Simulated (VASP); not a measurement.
VASP 6.6.1 run: Si

INCAR

```
PREC = Accurate
LASPH = .TRUE.
LCHARG = .FALSE.
ISIF = 2
NBANDS = 11
NELM = 60
ISMEAR = 0
EDIFF = 1E-7
GGA = PE
LWAVE = .FALSE.
IVDW = 21
SIGMA = 0.05
NSW = 0
IBRION = -1
LREAL = .FALSE.
ENCUT = 520
```

KPOINTS

```
KPOINTS created by Atomic Simulation Environment
0
Gamma
8 8 8
0 0 0
```

POSCAR

```
Si
 1.0000000000000000
     0.0000000000000000    2.7493400846000000    2.7493400846000000
     2.7493400846000000    0.0000000000000000    2.7493400846000000
     2.7493400846000000    2.7493400846000000    0.0000000000000000
 Si
   2
Cartesian
  0.0000000000000000  0.0000000000000000  0.0000000000000000
  1.3746700423000000  1.3746700423000000  1.3746700423000000
```

The recommended PBE PAW datasets give the neutral cell 8 valence electrons.

Command

```
mpirun -np 1 vasp_std
```

OSZICAR

```
N       E                     dE             d eps       ncg     rms          rms(c)
DAV:   1     0.512282804343E+01    0.51228E+01   -0.30833E+03   638   0.553E+02
DAV:   2    -0.104915928985E+02   -0.15614E+02   -0.14970E+02   873   0.817E+01
DAV:   3    -0.109985760853E+02   -0.50698E+00   -0.50535E+00   803   0.123E+01
DAV:   4    -0.110028767900E+02   -0.43007E-02   -0.43001E-02   789   0.146E+00
DAV:   5    -0.110029201675E+02   -0.43377E-04   -0.43377E-04   784   0.134E-01    0.465E+00
DAV:   6    -0.108931280641E+02    0.10979E+00   -0.60660E-02   736   0.101E+00    0.283E+00
DAV:   7    -0.108415490987E+02    0.51579E-01   -0.12070E-01   713   0.154E+00    0.156E-01
DAV:   8    -0.108428527070E+02   -0.13036E-02   -0.55366E-03   736   0.398E-01    0.781E-02
DAV:   9    -0.108430737587E+02   -0.22105E-03   -0.21696E-04   797   0.881E-02    0.565E-02
DAV:  10    -0.108430972035E+02   -0.23445E-04   -0.19954E-05   739   0.259E-02    0.463E-03
DAV:  11    -0.108430980532E+02   -0.84970E-06   -0.21051E-06   769   0.750E-03    0.301E-03
DAV:  12    -0.108430982030E+02   -0.14971E-06   -0.44546E-07   710   0.415E-03    0.175E-03
DAV:  13    -0.108430982470E+02   -0.44062E-07   -0.38658E-09   489   0.430E-04
   1 F= -.11379358E+02 E0= -.11379358E+02  d E =-.865851E-15
```

Standard output (part)

```
POSCAR found type information on POSCAR Si
 POSCAR found :  1 types and       2 ions
 LDA part: xc-table for (Slater+PW92), standard interpolation
 POSCAR, INCAR and KPOINTS ok, starting setup
 WAVECAR not read
 entering main loop
 augmentation electrons   8.01342839324076
 total        electrons   8.01342839324076
 augmentation electrons   23.3169496688456
 total        electrons   23.3169496688456
 augmentation electrons -0.444359176511508
 soft         electrons   8.45778764575902
 total        electrons   8.01342846924751
 Hirshfeld-I algorithm:
 translations:           2           2           2
 H-I iteration:           1
 atom:           1  4.412691999994278E-014  9.694176884844641E-015
 atom:           2 -4.412681157972553E-014 -9.694068464627392E-015
```

From OUTCAR

```
k-points           NKPTS =     29   k-points in BZ     NKDIM =     29   number of bands    NBANDS=     11

   NELECT =       8.0000    total number of electrons

   dimension x,y,z NGX =    30 NGY =   30 NGZ =   30
   dimension x,y,z NGXF=    60 NGYF=   60 NGZF=   60

  energy-cutoff  :      520.00
  volume of cell :       41.56
      direct lattice vectors                 reciprocal lattice vectors
     0.000000000  2.749340085  2.749340085    -0.181861823  0.181861823  0.181861823
     2.749340085  0.000000000  2.749340085     0.181861823 -0.181861823  0.181861823
     2.749340085  2.749340085  0.000000000     0.181861823  0.181861823 -0.181861823

 k-points in reciprocal lattice and weights: KPOINTS created by Atomic Simulation Env
   0.00000000  0.00000000  0.00000000       0.002
   0.12500000  0.00000000  0.00000000       0.016
   0.25000000  0.00000000  0.00000000       0.016
   0.37500000  0.00000000  0.00000000       0.016
   0.50000000  0.00000000  0.00000000       0.008
   0.12500000  0.12500000  0.00000000       0.012
   0.25000000  0.12500000  0.00000000       0.047
   0.37500000  0.12500000  0.00000000       0.047
   ...

 E-fermi :   5.7109

 k-point     1 :       0.0000    0.0000    0.0000
  band No.  band energies     occupation
      1      -6.2490      2.00000
      2       5.4561      2.00000
      3       5.4561      2.00000
      4       5.4561      2.00000
      5       8.0051      0.00000
      6       8.0051      0.00000
      7       8.0051      0.00000
      8       8.4048      0.00000
      9      13.1556      0.00000
     10      13.1556      0.00000
     11      13.2703      0.00000

 k-point     2 :       0.1250    0.0000    0.0000
  band No.  band energies     occupation
      1      -6.0513      2.00000
      2       3.8687      2.00000
      3       5.1783      2.00000
      4       5.1783      2.00000
      5       7.8468      0.00000
      6       8.4141      0.00000
      7       8.4141      0.00000
      8       9.8514      0.00000
      9      12.6893      0.00000
     10      12.6893      0.00000
     11      14.0374      0.00000

 k-point     3 :       0.2500    0.0000    0.0000
  band No.  band energies     occupation
      1      -5.4756      2.00000
      2       1.5978      2.00000
      3       4.7214      2.00000
      4       4.7214      2.00000
      5       7.3578      0.00000
      6       8.9318      0.00000
      7       8.9318      0.00000
      8      12.0742      0.00000
      9      12.6359      0.00000
     10      12.6359      0.00000
     11      14.3350      0.00000

 k-point     4 :       0.3750    0.0000    0.0000
  band No.  band energies     occupation
      1      -4.6158      2.00000
      2      -0.3593      2.00000
      3       4.4017      2.00000
      4       4.4017      2.00000
      5       6.9932      0.00000
      6       8.9086      0.00000
      7       8.9086      0.00000
      8      13.2539      0.00000
      9      13.9614      0.00000
     10      13.9614      0.00000
     11      14.8324      0.00000

 k-point     5 :       0.5000    0.0000    0.0000
  band No.  band energies     occupation
      1      -4.0106      2.00000
      2      -1.3388      2.00000
      3       4.2919      2.00000
      4       4.2919      2.00000
      5       6.8651      0.00000
      6       8.8109      0.00000
      7       8.8109      0.00000
      8      13.1357      0.00000
      9      15.9087      0.00000
     10      15.9087      0.00000
     11      16.5040      0.00000

 ...

  Total      -0.64617    -0.64617    -0.64617     0.00000     0.00000     0.00000
  in kB     -24.90814   -24.90814   -24.90814     0.00000     0.00000     0.00000
  external pressure =      -24.91 kB  Pullay stress =        0.00 kB

 POSITION                                       TOTAL-FORCE (eV/Angst)
 -----------------------------------------------------------------------------------
      0.00000      0.00000      0.00000         0.000000      0.000000      0.000000
      1.37467      1.37467      1.37467        -0.000000     -0.000000     -0.000000
 -----------------------------------------------------------------------------------
    total drift:                               -0.000000     -0.000000     -0.000000

  FREE ENERGIE OF THE ION-ELECTRON SYSTEM (eV)
  ---------------------------------------------------
  free  energy   TOTEN  =       -11.3793582840 eV

  energy  without entropy=      -11.3793582840  energy(sigma->0) =      -11.37935828
```

It converged. Results: gap between bands v and c on the k mesh 0.68 eV; least direct gap on the k mesh 2.55 eV; pressure -2.5 GPa. Band v is the last that the valence electrons fill when counted band by band, and c is the next.

For comparison, a separate PBE run of the intended cell, on usual settings and not on those above, gives a gap of 0.68 eV on its mesh and a pressure of -1.4 GPa.

The run above took about 28 s on one core of a shared host (Intel Xeon Platinum 8488C) and held 0.16 GiB at most.
